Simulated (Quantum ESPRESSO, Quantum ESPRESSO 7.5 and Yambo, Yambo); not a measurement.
## InP (F-43m): G0W0 with Yambo, start to end

Aim: the G0W0 gap of InP (F-43m) on PBE, step by step.

Main program and level: Quantum ESPRESSO 7.5 and Yambo 5.3.0; PBE and many-body steps on it, plane waves.

The database entry behind the starting cell differs from later determinations by our own check (0.1 to 0.3 % short, probably kX units), so it need not match the best structure at ambient conditions.

### Step 1. Set-up

The structure is cubic, space group F-43m (No. 216). Conventional cell: a = 5.861 Å, b = 5.861 Å, c = 5.861 Å, α = 90.00°, β = 90.00°, γ = 90.00°. Nearest to In lie 4 P at 2.54 Å. Nearest to P lie 4 In at 2.54 Å. Farther neighbours are not listed.

The cell and positions come from the Crystallography Open Database and are kept as given unless a step says otherwise.

### Step 2. Ground state

This step: Quantum ESPRESSO 7.5; DFT, PBE, plane waves, norm-conserving pseudopotentials.

The ground-state density comes first.

Contents of pw.in:

```
&control
  calculation = 'scf'
  prefix = 'x'
  outdir = 'o'
  pseudo_dir = 'pseudo'
/
&system
  ibrav = 0
  nat = 2
  ntyp = 2
  ecutwfc = 62.0
  nbnd = 14
  force_symmorphic = .true.
/
&electrons
  conv_thr = 1e-10
  electron_maxstep = 80
  mixing_beta = 0.5
/
ATOMIC_SPECIES
  In 114.82 In.upf
  P 30.974 P.upf
CELL_PARAMETERS angstrom
  -0.0000000000 2.9305000000 2.9305000000
  2.9305000000 -0.0000000000 2.9305000000
  2.9305000000 2.9305000000 -0.0000000000
ATOMIC_POSITIONS crystal
  In 0.0000000000 0.0000000000 0.0000000000
  P 0.2500000000 0.2500000000 0.2500000000
K_POINTS automatic
  6 6 6 0 0 0
```

Started as:

```sh
$ OMP_NUM_THREADS=1 mpirun -n 4 pw.x -nk 4 -in pw.in > pw.out
```

The program printed:

```text
Program PWSCF v.7.5 starts

     This program is part of the open-source Quantum ESPRESSO suite
     for quantum simulation of materials; please cite
         "P. Giannozzi et al., J. Phys.:Condens. Matter 21 395502 (2009);
         "P. Giannozzi et al., J. Phys.:Condens. Matter 29 465901 (2017);
         "P. Giannozzi et al., J. Chem. Phys. 152 154105 (2020);
     in publications or presentations arising from this work. More details at
     Message from routine setup:
     using ibrav=0 with symmetry is DISCOURAGED, use correct ibrav instead

     G-vector sticks info

     bravais-lattice index     =            0
     lattice parameter (alat)  =       7.8317  a.u.
     unit-cell volume          =     339.6658 (a.u.)^3
     number of atoms/cell      =            2
     number of atomic types    =            2
     number of electrons       =        18.00
     number of Kohn-Sham states=           14
     kinetic-energy cutoff     =      62.0000  Ry
     charge density cutoff     =     248.0000  Ry
     scf convergence threshold =      1.0E-10
     mixing beta               =       0.5000
     number of iterations used =            8  plain     mixing
     Exchange-correlation= PBE
                           (   1   4   3   4   0   0   0)

     celldm(1)=   7.831692  celldm(2)=   0.000000  celldm(3)=   0.000000
     celldm(4)=   0.000000  celldm(5)=   0.000000  celldm(6)=   0.000000

     crystal axes: (cart. coord. in units of alat)
               a(1) = (  -0.000000   0.707107   0.707107 )
               a(2) = (   0.707107  -0.000000   0.707107 )
               a(3) = (   0.707107   0.707107  -0.000000 )

     reciprocal axes: (cart. coord. in units 2 pi/alat)
               b(1) = ( -0.707107  0.707107  0.707107 )
               b(2) = (  0.707107 -0.707107  0.707107 )
               b(3) = (  0.707107  0.707107 -0.707107 )
     Pseudo is Norm-conserving + core correction, Zval = 13.0
     Generated using ONCVPSP code by D. R. Hamann
     Using radial grid of 1964 points,  6 beta functions with:
     Pseudo is Norm-conserving + core correction, Zval =  5.0
     Generated using ONCVPSP code by D. R. Hamann
     Using radial grid of 1298 points,  6 beta functions with:
     In               13.00   114.82000     In( 1.00)
     P                 5.00    30.97400     P ( 1.00)

     24 Sym. Ops. (no inversion) found

   Cartesian axes

     site n.     atom                  positions (alat units)
         1        In     tau(   1) = (   0.0000000   0.0000000   0.0000000  )
         2        P      tau(   2) = (   0.3535534   0.3535534   0.3535534  )

     number of k points=    16
                       cart. coord. in units 2pi/alat
        k(    1) = (   0.0000000   0.0000000   0.0000000), wk =   0.0092593
        k(    2) = (   0.1178511   0.1178511  -0.1178511), wk =   0.0740741
        k(    3) = (   0.2357023   0.2357023  -0.2357023), wk =   0.0740741
        k(    4) = (  -0.3535534  -0.3535534   0.3535534), wk =   0.0370370
        k(    5) = (   0.2357023   0.0000000  -0.0000000), wk =   0.0555556
        k(    6) = (   0.3535534   0.1178511  -0.1178511), wk =   0.2222222
        k(    7) = (  -0.2357023  -0.4714045   0.4714045), wk =   0.2222222
        k(    8) = (  -0.1178511  -0.3535534   0.3535534), wk =   0.2222222
        k(    9) = (   0.0000000  -0.2357023   0.2357023), wk =   0.1111111
        k(   10) = (   0.4714045   0.0000000  -0.0000000), wk =   0.0555556
     [... 4 further rows ...]
        k(   15) = (  -0.1178511  -0.3535534   0.5892557), wk =   0.2222222
        k(   16) = (  -0.7071068   0.2357023   0.0000000), wk =   0.1111111

     Dense  grid:    22227 G-vectors     FFT dimensions: (  40,  40,  40)

     Initial potential from superposition of free atoms

     starting charge      17.9960, renormalised to      18.0000
     Starting wfcs are   13 randomized atomic wfcs +    1 random wfcs

     per-process dynamical memory:    20.0 Mb

     Self-consistent Calculation

     iteration #  1     ecut=    62.00 Ry     beta= 0.50

     Threshold (ethr) on eigenvalues was too large:
     Diagonalizing with lowered threshold

     total energy              =    -146.76261244 Ry
     estimated scf accuracy    <       0.10587311 Ry

     iteration #  2     ecut=    62.00 Ry     beta= 0.50

     total energy              =    -146.78536933 Ry
     estimated scf accuracy    <       0.00677246 Ry

     iteration #  3     ecut=    62.00 Ry     beta= 0.50

     total energy              =    -146.78590362 Ry
     estimated scf accuracy    <       0.00135143 Ry

     iteration #  4     ecut=    62.00 Ry     beta= 0.50

     total energy              =    -146.78596715 Ry
     estimated scf accuracy    <       0.00003317 Ry

     iteration #  5     ecut=    62.00 Ry     beta= 0.50

     total energy              =    -146.78598254 Ry
     estimated scf accuracy    <       0.00000139 Ry

     iteration #  6     ecut=    62.00 Ry     beta= 0.50

     total energy              =    -146.78598310 Ry
     estimated scf accuracy    <       0.00000016 Ry

     iteration #  7     ecut=    62.00 Ry     beta= 0.50

     total energy              =    -146.78598317 Ry
     estimated scf accuracy    <       0.00000001 Ry

     iteration #  8     ecut=    62.00 Ry     beta= 0.50

     total energy              =    -146.78598317 Ry
     estimated scf accuracy    <          2.2E-09 Ry

     iteration #  9     ecut=    62.00 Ry     beta= 0.50

     total energy              =    -146.78598317 Ry
     estimated scf accuracy    <          2.8E-10 Ry

     iteration # 10     ecut=    62.00 Ry     beta= 0.50

     total energy              =    -146.78598317 Ry
     estimated scf accuracy    <          1.2E-10 Ry

     iteration # 11     ecut=    62.00 Ry     beta= 0.50

     End of self-consistent calculation

          k = 0.0000 0.0000 0.0000 (  2741 PWs)   bands (ev):

    -7.0992  -7.0992  -7.0992  -6.9505  -6.9505  -4.3704   7.1482   7.1482
     7.1482   7.8576  11.2364  11.2364  11.2364  15.7344

          k = 0.1179 0.1179-0.1179 (  2788 PWs)   bands (ev):

    -7.1304  -7.0870  -7.0870  -6.9502  -6.9502  -4.0585   4.9628   6.8439
     6.8439   8.9502  11.6486  11.6754  11.6754  15.7533

          k = 0.2357 0.2357-0.2357 (  2812 PWs)   bands (ev):

    -7.1879  -7.0676  -7.0676  -6.9438  -6.9438  -3.2529   2.5805   6.3725
     6.3725   8.8014  12.0130  12.0130  13.4359  16.0653

          k =-0.3536-0.3536 0.3536 (  2788 PWs)   bands (ev):

     [... further k-points ...]

     highest occupied, lowest unoccupied level (ev):     7.1482    7.8576

!    total energy              =    -146.78598317 Ry
     estimated scf accuracy    <          2.3E-12 Ry

     The total energy is the sum of the following terms:
     one-electron contribution =     -49.66077828 Ry
     hartree contribution      =      36.82749686 Ry
     xc contribution           =     -44.23229754 Ry
     ewald contribution        =     -89.72040421 Ry

     convergence has been achieved in  11 iterations

     XML data file, charge density, pseudopotentials, collected wavefunctions

=------------------------------------------------------------------------------=
   JOB DONE.
=------------------------------------------------------------------------------=
```

Run time: 4 s. Hardware: 4 MPI ranks of Arm Neoverse V1, shared host; peak memory 0.22 GiB; 16 s of CPU time.

This step gave:

* total energy: -1997.1250 eV
* gap: 0.7094 eV
* k of the valence top: 0, 0, 0
* k of the conduction bottom: 0, 0, 0
* least direct gap: 0.7094 eV

The gap is direct, at Γ.

### Step 3. Bands along the symmetry lines

The cheap functional maps the bands first; the places of the edges decide which points the dearer methods must see.

Contents of pw.in:

```
&control
  calculation = 'bands'
  prefix = 'x'
  outdir = 'o'
  pseudo_dir = 'pseudo'
/
&system
  ibrav = 0
  nat = 2
  ntyp = 2
  ecutwfc = 62.0
  nbnd = 15
  force_symmorphic = .true.
/
&electrons
  conv_thr = 1e-9
  electron_maxstep = 80
  diago_full_acc = .true.
  diago_thr_init = 5e-6
/
ATOMIC_SPECIES
  In 114.82 In.upf
  P 30.974 P.upf
CELL_PARAMETERS angstrom
  -0.0000000000 2.9305000000 2.9305000000
  2.9305000000 -0.0000000000 2.9305000000
  2.9305000000 2.9305000000 -0.0000000000
ATOMIC_POSITIONS crystal
  In 0.0000000000 0.0000000000 0.0000000000
  P 0.2500000000 0.2500000000 0.2500000000
K_POINTS crystal
  50
  0.00000000 0.00000000 0.00000000 1
  -0.06250000 -0.06250000 0.00000000 1
  -0.12500000 -0.12500000 0.00000000 1
  -0.18750000 -0.18750000 0.00000000 1
  -0.25000000 -0.25000000 0.00000000 1
  -0.31250000 -0.31250000 0.00000000 1
  -0.37500000 -0.37500000 0.00000000 1
  -0.43750000 -0.43750000 0.00000000 1
  -0.50000000 -0.50000000 0.00000000 1
  -0.48437500 -0.48437500 0.03125000 1
  -0.46875000 -0.46875000 0.06250000 1
  -0.45312500 -0.45312500 0.09375000 1
  -0.43750000 -0.43750000 0.12500000 1
  -0.42187500 -0.42187500 0.15625000 1
  -0.40625000 -0.40625000 0.18750000 1
  -0.39062500 -0.39062500 0.21875000 1
  -0.37500000 -0.37500000 0.25000000 1
  -0.37500000 0.00000000 0.37500000 1
  -0.32812500 0.00000000 0.32812500 1
  -0.28125000 0.00000000 0.28125000 1
  -0.23437500 0.00000000 0.23437500 1
  -0.18750000 0.00000000 0.18750000 1
  -0.14062500 0.00000000 0.14062500 1
  -0.09375000 0.00000000 0.09375000 1
  -0.04687500 0.00000000 0.04687500 1
  0.00000000 0.00000000 0.00000000 1
  0.00000000 0.00000000 0.06250000 1
  0.00000000 0.00000000 0.12500000 1
  0.00000000 0.00000000 0.18750000 1
  0.00000000 0.00000000 0.25000000 1
  0.00000000 0.00000000 0.31250000 1
  0.00000000 0.00000000 0.37500000 1
  0.00000000 0.00000000 0.43750000 1
  -0.00000000 -0.00000000 0.50000000 1
  -0.06250000 -0.03125000 0.46875000 1
  -0.12500000 -0.06250000 0.43750000 1
  -0.18750000 -0.09375000 0.40625000 1
  -0.25000000 -0.12500000 0.37500000 1
  -0.31250000 -0.15625000 0.34375000 1
  -0.37500000 -0.18750000 0.31250000 1
  -0.43750000 -0.21875000 0.28125000 1
  -0.50000000 -0.25000000 0.25000000 1
  -0.50000000 -0.28125000 0.21875000 1
  -0.50000000 -0.31250000 0.18750000 1
  -0.50000000 -0.34375000 0.15625000 1
  -0.50000000 -0.37500000 0.12500000 1
  -0.50000000 -0.40625000 0.09375000 1
  -0.50000000 -0.43750000 0.06250000 1
  -0.50000000 -0.46875000 0.03125000 1
  -0.50000000 -0.50000000 0.00000000 1
```

The program printed:

```text
[banner, memory and clock lines left out]
Program PWSCF v.7.5 starts

     Atomic positions and unit cell read from directory:
     o/x.save/

     Message from routine setup:
     using ibrav=0 with symmetry is DISCOURAGED, use correct ibrav instead

     G-vector sticks info

     bravais-lattice index     =            0
     lattice parameter (alat)  =       7.8317  a.u.
     unit-cell volume          =     339.6658 (a.u.)^3
     number of atoms/cell      =            2
     number of atomic types    =            2
     number of electrons       =        18.00
     number of Kohn-Sham states=           15
     kinetic-energy cutoff     =      62.0000  Ry
     charge density cutoff     =     248.0000  Ry
     Exchange-correlation= PBE
                           (   1   4   3   4   0   0   0)

     celldm(1)=   7.831692  celldm(2)=   0.000000  celldm(3)=   0.000000
     celldm(4)=   0.000000  celldm(5)=   0.000000  celldm(6)=   0.000000

     crystal axes: (cart. coord. in units of alat)
               a(1) = (  -0.000000   0.707107   0.707107 )
               a(2) = (   0.707107  -0.000000   0.707107 )
               a(3) = (   0.707107   0.707107  -0.000000 )

     reciprocal axes: (cart. coord. in units 2 pi/alat)
               b(1) = ( -0.707107  0.707107  0.707107 )
               b(2) = (  0.707107 -0.707107  0.707107 )
               b(3) = (  0.707107  0.707107 -0.707107 )
     Pseudo is Norm-conserving + core correction, Zval = 13.0
     Generated using ONCVPSP code by D. R. Hamann
     Using radial grid of 1964 points,  6 beta functions with:
     Pseudo is Norm-conserving + core correction, Zval =  5.0
     Generated using ONCVPSP code by D. R. Hamann
     Using radial grid of 1298 points,  6 beta functions with:
     In               13.00   114.82000     In( 1.00)
     P                 5.00    30.97400     P ( 1.00)

     24 Sym. Ops. (no inversion) found

   Cartesian axes

     site n.     atom                  positions (alat units)
         1        In     tau(   1) = (   0.0000000   0.0000000   0.0000000  )
         2        P      tau(   2) = (   0.3535534   0.3535534   0.3535534  )

     number of k points=    50
                       cart. coord. in units 2pi/alat
        k(    1) = (   0.0000000   0.0000000   0.0000000), wk =   0.0400000
        k(    2) = (   0.0000000   0.0000000  -0.0883883), wk =   0.0400000
        k(    3) = (   0.0000000   0.0000000  -0.1767767), wk =   0.0400000
[...]
[... 38 further rows ...]
        k(   49) = (   0.0441942  -0.0000000  -0.7071068), wk =   0.0400000
        k(   50) = (   0.0000000   0.0000000  -0.7071068), wk =   0.0400000

     Dense  grid:    22227 G-vectors     FFT dimensions: (  40,  40,  40)

     The potential is recalculated from file :
     o/x.save/charge-density

     Starting wfcs are   13 randomized atomic wfcs +    2 random wfcs

     Band Structure Calculation

     End of band structure calculation

          k = 0.0000 0.0000 0.0000 (  2741 PWs)   bands (ev):

    -7.0992  -7.0992  -7.0992  -6.9505  -6.9505  -4.3704   7.1482   7.1482
     7.1482   7.8576  11.2364  11.2364  11.2364  15.7344  16.5605

          k = 0.0000 0.0000-0.0884 (  2754 PWs)   bands (ev):

    -7.1078  -7.0954  -7.0954  -6.9521  -6.9491  -4.3105   6.4994   6.9995
     6.9995   8.4980  11.0438  11.4390  11.4390  15.9221  16.0895

          k = 0.0000 0.0000-0.1768 (  2782 PWs)   bands (ev):

    -7.1313  -7.0848  -7.0848  -6.9566  -6.9455  -4.1341   5.6012   6.6322
     6.6322   9.3360  10.6008  11.9689  11.9689  14.9495  16.7078

          k =-0.0000 0.0000-0.2652 (  2790 PWs)   bands (ev):

[...]
k = 0.0000 0.0000-0.3536 (  2826 PWs)   bands (ev):

[...]
k = 0.0000-0.0000-0.4419 (  2810 PWs)   bands (ev):

[...]
k =-0.0000 0.0000-0.5303 (  2810 PWs)   bands (ev):

[...]
k = 0.0000-0.0000-0.6187 (  2814 PWs)   bands (ev):

[...]
k = 0.5303-0.0000-0.5303 (  2810 PWs)   bands (ev):

[...]
k = 0.0000 0.0000 0.0000 (  2741 PWs)   bands (ev):

[...]
k = 0.1326 0.0000-0.7071 (  2806 PWs)   bands (ev):

[...]
k = 0.0884-0.0000-0.7071 (  2806 PWs)   bands (ev):

[...]
k = 0.0442-0.0000-0.7071 (  2794 PWs)   bands (ev):

    -7.2800  -7.0017  -6.9972  -6.9945  -6.9164  -1.9966   1.3993   4.8012
     4.8012   8.9738   9.4706  16.1910  16.5265  16.8414  18.0213

          k = 0.0000 0.0000-0.7071 (  2778 PWs)   bands (ev):

    -7.2811  -7.0012  -6.9955  -6.9955  -6.9157  -1.9995   1.3941   4.8285
     4.8285   8.9086   9.4113  16.3837  16.7275  16.7276  17.9493

     XML data file, pseudopotentials, collected wavefunctions
```

The job ended after 4 s (4 MPI ranks; peak memory 0.19 GiB; 16 s of CPU time).

Numbers from this step:

* gap: 0.7094 eV
* k of the valence top: 0, 0, 0
* k of the conduction bottom: 0, 0, 0
* least direct gap: 0.7094 eV

The gap is 0.709 eV, as in the run before at this level.

The electronic bands at the labelled points (eV, zero at the top of the highest filled band):

```tsv
point	band 6	band 7	band 8	band 9	band 10	band 11	band 12	band 13
Γ	-11.52	0.00	0.00	0.00	0.71	4.09	4.09	4.09
halfway	-10.62	-3.34	-1.41	-1.41	2.48	3.14	6.38	6.38
X	-9.15	-5.75	-2.32	-2.32	1.76	2.26	9.24	9.58
halfway	-9.13	-5.71	-2.75	-2.22	2.04	2.87	8.40	8.71
U	-9.16	-5.61	-3.30	-1.94	2.36	4.39	7.52	7.55
jump to K	-9.16	-5.61	-3.30	-1.94	2.36	4.39	7.52	7.55
halfway	-10.54	-3.80	-2.01	-0.57	2.84	4.69	4.99	5.22
Γ	-11.52	0.00	0.00	0.00	0.71	4.09	4.09	4.09
halfway	-10.84	-3.44	-0.56	-0.56	1.79	4.79	4.79	5.33
L	-9.80	-5.73	-0.97	-0.97	1.50	4.80	4.80	7.12
halfway	-9.48	-5.55	-2.69	-1.63	3.17	4.19	5.89	7.23
W	-9.07	-5.60	-2.95	-2.91	4.30	4.38	5.57	6.21
halfway	-9.11	-5.68	-2.65	-2.64	2.69	3.10	7.66	7.75
X	-9.15	-5.75	-2.32	-2.32	1.76	2.26	9.24	9.58
```

The electronic bands as a text plot (rows in eV, shown from -8.0 to 6.7 only):

```
    6.4 |     ++            ++                 +         ++++
    5.8 |    +              ++               ++      ++++ ++
    5.2 |                  ++++++++         +     +++    +
    4.6 | +++             +     ++++++   +++++++++++++  +++
    4.0 |++              +       ++++++++++           ++++ ++
    3.3 |  ++ ++        +                             ++    ++
    2.7 |    ++++++    +   ++++++++                  +       +++
    2.1 |  ++   +++++++++++        ++      +        +         +++
    1.5 | +        +++               +   ++ ++++++++
    0.9 |+                            +++
    0.3 |*                           ***
   -0.3 | ***                   ******  *****
   -1.0 | *  *                **   ***       ********
   -1.6 |  ** ****         ***   ****    **         ***
   -2.2 |    *    *********     *                    * **      **
   -2.8 |              **     ** **        *          ** ******
   -3.4 |     **         *****              *           **
   -4.0 |       **              *            **
   -4.6 |                     **
   -5.2 |         ***      ***                 **     ***
   -5.9 |            ******                      *****   ********
   -6.5 |
   -7.1 |
   -7.7 |
         Γ           X  U|K            Γ         L        W     X
```

(Continued in part 2 of 3.)

[Paths, hosts, dates, memory and timing lines, banners, echoed tables and standing remarks are left out of the program output.]

[Logs are printed without paths, hosts, clocks, repeated set-up lines and the standing remarks that a program may print on its own settings, such as how far it seeks lower states.]

[Runs of the session that timed out or met a known fault of the program may be left out.]

[Hosts, paths, dates, database ids (printed as entryN), source tags and the programs' standing remarks are cut or masked in the printed files.]
